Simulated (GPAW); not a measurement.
# W (Im-3m) in GPAW: further runs, part 2 of 2

GPAW 26.7.0. Earlier steps stand in the parts before.

**6. Single point, LDA+U**

File run.py:

```python
from ase import Atoms
from ase.dft.bandgap import bandgap
from ase.io import write
from ase.units import Bohr, GPa
from gpaw import GPAW, PW
from gpaw.elf import elf_from_dft_calculation

atoms = Atoms(['W'],
              cell=[[-1.582345, 1.582345, 1.582345],
                    [1.582345, -1.582345, 1.582345],
                    [1.582345, 1.582345, -1.582345]],
              scaled_positions=[[0.0, 0.0, 0.0]],
              pbc=True)

calc = GPAW(mode=PW(600),
            xc='LDA',
            kpts={'size': (12, 12, 12), 'gamma': True},
            occupations={'name': 'fermi-dirac', 'width': 0.05},
            setups={'W': ':d,8.0'},
            nbands=16,
            convergence={'density': 1e-05, 'energy': 1e-05},
            maxiter=150,
            txt='gpaw.txt')
atoms.calc = calc
energy = atoms.get_potential_energy()
forces = atoms.get_forces()
stress = atoms.get_stress()
calc.write('gs.gpw')
write('result.traj', atoms)
print(f'Energy: {energy:.6f} eV')
print('Forces (eV/A):')
print(forces.round(4))
print('Stress (GPa):', (stress / GPa).round(3))
print('Fermi level:', round(calc.get_fermi_level(), 4), 'eV')
print(f'Gap: {bandgap(calc)[0]:.4f} eV, direct: {bandgap(calc, direct=True)[0]:.4f} eV')

# fields on the real-space grid
write('density.cube', atoms, data=calc.get_pseudo_density() * Bohr**3)
write('potential.cube', atoms, data=calc.get_electrostatic_potential())
write('elf.cube', atoms, data=elf_from_dft_calculation(calc).data)
```

Potentials or basis: the program's PAW data sets (release 1.2.1) made for this functional, pw.

The run is started by

```sh
$ OMP_NUM_THREADS=1 python run.py
```

gpaw.txt:

```text
__  _  _
 | _ |_)|_||  |
 |__||  | ||/\| - 26.7.0

Input parameters:
  mode=PW(ecut=600.0),
  convergence={'density': 1e-05, 'energy': 1e-05},
  kpts=MonkhorstPack(size=(12, 12, 12), gamma=True),
  maxiter=150,
  nbands=16,
  occupations=Occupations(name='fermi-dirac', width=0.05),
  setups={'W': ':d,8.0'},
  xc=XC(name='LDA')

Diagonalizing LCAO Hamiltonian
Converting LCAO to pw mode

       W

Atoms  # Å, Bohr magnetons
|   | symbol |        x |        y |        z |    initial magnetic moments |
|---|--------|----------|----------|----------|-----------------------------|
| 0 |      W | 0.000000 | 0.000000 | 0.000000 | ( 0.0000,  0.0000,  0.0000) |

Unit cell  # Å
| periodic |         x |         y |         z |  lengths |     angles |
|----------|-----------|-----------|-----------|----------|------------|
|      yes | -1.582345 |  1.582345 |  1.582345 | 2.740702 | 109.471221 |
|      yes |  1.582345 | -1.582345 |  1.582345 | 2.740702 | 109.471221 |
|      yes |  1.582345 |  1.582345 | -1.582345 | 2.740702 | 109.471221 |

Number of symmetries: 48
Symmetry operations  # r_c * U_cc + t_c -> r_c
|    | kind |            matrix            |
|----|------|------------------------------|
|  0 |  σ   |  1, 1, 1,  0, 0,-1,  0,-1, 0 |
|  1 |  C4  |  1, 1, 1,  0, 0,-1, -1, 0, 0 |
|  2 |  C2  |  1, 1, 1,  0,-1, 0,  0, 0,-1 |
|  3 |  S6  |  1, 1, 1,  0,-1, 0, -1, 0, 0 |
|  4 |  S6  |  1, 1, 1, -1, 0, 0,  0, 0,-1 |
|  5 |  C4  |  1, 1, 1, -1, 0, 0,  0,-1, 0 |
|  6 |  E   |  1, 0, 0,  0, 1, 0,  0, 0, 1 |
|  7 |  σ   |  1, 0, 0,  0, 1, 0, -1,-1,-1 |
|  8 |  σ   |  1, 0, 0,  0, 0, 1,  0, 1, 0 |
|  9 |  C3  |  1, 0, 0,  0, 0, 1, -1,-1,-1 |
| 10 |  C3  |  1, 0, 0, -1,-1,-1,  0, 1, 0 |
| 11 |  σ   |  1, 0, 0, -1,-1,-1,  0, 0, 1 |
| 12 |  σ   |  0, 1, 0,  1, 0, 0,  0, 0, 1 |
| 13 |  C2  |  0, 1, 0,  1, 0, 0, -1,-1,-1 |
| 14 |  C3  |  0, 1, 0,  0, 0, 1,  1, 0, 0 |
| 15 |  S4  |  0, 1, 0,  0, 0, 1, -1,-1,-1 |
| 16 |  S4  |  0, 1, 0, -1,-1,-1,  1, 0, 0 |
| 17 |  C3  |  0, 1, 0, -1,-1,-1,  0, 0, 1 |
| 18 |  C3  |  0, 0, 1,  1, 0, 0,  0, 1, 0 |
| 19 |  S4  |  0, 0, 1,  1, 0, 0, -1,-1,-1 |
| 20 |  σ   |  0, 0, 1,  0, 1, 0,  1, 0, 0 |
| 21 |  C3  |  0, 0, 1,  0, 1, 0, -1,-1,-1 |
| 22 |  C2  |  0, 0, 1, -1,-1,-1,  1, 0, 0 |
| 23 |  S4  |  0, 0, 1, -1,-1,-1,  0, 1, 0 |
| 24 |  C4  |  0, 0,-1,  1, 1, 1,  0,-1, 0 |
| 25 |  σ   |  0, 0,-1,  1, 1, 1, -1, 0, 0 |
| 26 |  S6  |  0, 0,-1,  0,-1, 0,  1, 1, 1 |
| 27 |  C2  |  0, 0,-1,  0,-1, 0, -1, 0, 0 |
| 28 |  C4  |  0, 0,-1, -1, 0, 0,  1, 1, 1 |
| 29 |  S6  |  0, 0,-1, -1, 0, 0,  0,-1, 0 |
| 30 |  S6  |  0,-1, 0,  1, 1, 1,  0, 0,-1 |
| 31 |  C4  |  0,-1, 0,  1, 1, 1, -1, 0, 0 |
| 32 |  C4  |  0,-1, 0,  0, 0,-1,  1, 1, 1 |
| 33 |  S6  |  0,-1, 0,  0, 0,-1, -1, 0, 0 |
[... 80 lines left out ...]
    |------|--------|-------------|----------|
    |   5s |  2.000 |     -79.053 |    1.344 |
    |   6s |  2.000 |      -5.886 |    1.344 |
    |   5p |  6.000 |     -43.417 |    1.355 |
    |   6p |  0.000 |      -1.469 |    1.355 |
    |   5d |  4.000 |      -4.693 |    1.228 |
    |    d |        |      22.518 |    1.228 |

    Using partial waves for W as LCAO basis

Reference energy: -438516.106214  # eV

eigensolver:
  PPCG
  Converge bands: occupied
  niter=2

density mixing:
  MSR1-Mixer
  Pratt-step length: 0.05
  Maximum mixing coefficient: 0.75
  Old densities: 10
  SVD Regularization: 0.005
  Good broyden scale: 1.0
  Trust region scale: 1.0
  Backstep threshold: 4.0
  History deletion threshold: 6.0
  Fourier metric: weight=20.0, sigma=0.015

occupation numbers:
  Fermi-Dirac:
    width: 0.0500  # eV

poisson solver:
  ecut: 4800.0  # eV

xc functional:
  name: None

convergence criteria:
- Maximum integral of absolute [dens]ity change: 1e-05 electrons / valence electron
- Maximum [total energy] change in last 3 cyles: 1e-05 eV / valence electron
- Maximum integral of absolute [eigenst]ate change: 4e-08 eV^2 / valence electron
maximum number of iterations: 150

SCF iterations
|iter     | |      energy | eigst |  dens |
|---------|-|-------------|-------|-------|
|iter:   1| |   -3.488440 | -0.04 |       |
|iter:   2| |   -3.451083 | -3.18 | -1.13 |
|iter:   3| |   -3.466148 | -1.81 | -1.17 |
|iter:   4| |   -3.628971 | -3.38 | -1.78 |
|iter:   5| |   -3.802741 | -3.11 | -1.95 |
|iter:   6| |   -3.812528 | -4.22 | -2.40 |
|iter:   7| |   -3.814129 | -4.90 | -2.97 |
|iter:   8| |   -3.814136 | -7.04 | -3.85 |
|iter:   9| |   -3.814132c| -8.33c| -4.78 |
|iter:  10| |   -3.814132c| -8.13c| -5.14c|

Converged in 10 steps
Energy contributions relative to reference atoms: (reference = -438516.106214)

Energy contributions:
  Kinetic:          12.195478
  Coulomb:         -12.856767
  Zero:             -0.072571
  External:          0.000000
  Xc:               -3.078761
  Entropy:          -0.003023
  Spinorbit:         0.000000
  ----------------------------
  Free energy:      -3.815644
  Extrapolated:     -3.814132

dipole moment: (-5.919122, -5.919122, -5.919122)  # |e|*Ang

Fermi level: 14.425
Eigenvalues  # (at kpt = [-0.000, -0.000, -0.000])
| band index |      eig [eV] | occ [0-2] |
|------------|---------------|-----------|
|          0 |       -59.651 |     2.000 |
|          1 |       -23.465 |     2.000 |
|          2 |       -23.465 |     2.000 |
|          3 |       -23.465 |     2.000 |
|          4 |         4.740 |     2.000 |
|          5 |        12.355 |     2.000 |
[... 8 lines left out ...]
|         14 |        42.103 |     0.000 |
|         15 |        44.149 |     0.000 |

No gap
No difference between direct/indirect transitions

Forces  # eV/Ang
|       x |        y |       z |
|---------|----------|---------|
| 0.00000 | -0.00000 | 0.00000 |  # W    0

Stress tensor  # eV/Ang^3
|         x |         y |         z |
|-----------|-----------|-----------|
| -0.061083 |  0.000000 | -0.000000 |
|  0.000000 | -0.061083 |  0.000000 |
| -0.000000 |  0.000000 | -0.061083 |

# Writing to gs.gpw (mode='')
```

It took 9.7 s on 1 thread of Arm Neoverse V2, shared host; peak memory 0.13 GiB.

Results:

- Free energy: -3.8156 eV
- Pressure: 9.8 GPa
- Band gap on the k mesh: none (metal or under the smearing width)

Caveat: U without spin polarisation on a metal has little footing; the U is typed as a test and isn't derived for this compound. The run has no spin-orbit coupling, so splittings on W are missing.

**7. Overview**

```csv
U,gap on the mesh (eV),pressure (GPa)
W d U = 3 eV,none,-5.3
W d U = 4 eV,none,-3.2
W d U = 5 eV,none,-0.7
W d U = 6 eV,none,2.7
W d U = 8 eV,none,9.8
```

Alike in all rows: task single point; level LDA+U; potentials or basis the program's PAW data sets (release 1.2.1) made for this functional, pw; no spin polarisation; cell as given; k mesh 12 × 12 × 12; cutoff (eV) 600; smearing fermi-dirac 0.05 eV.

Every run on the cell as given and a fine mesh finds a metal.

Caveats: U without spin polarisation on a metal has little footing; the U is typed as a test and isn't derived for this compound.

Total energies depend on the potentials used, so only differences within one code and one set of settings carry meaning.
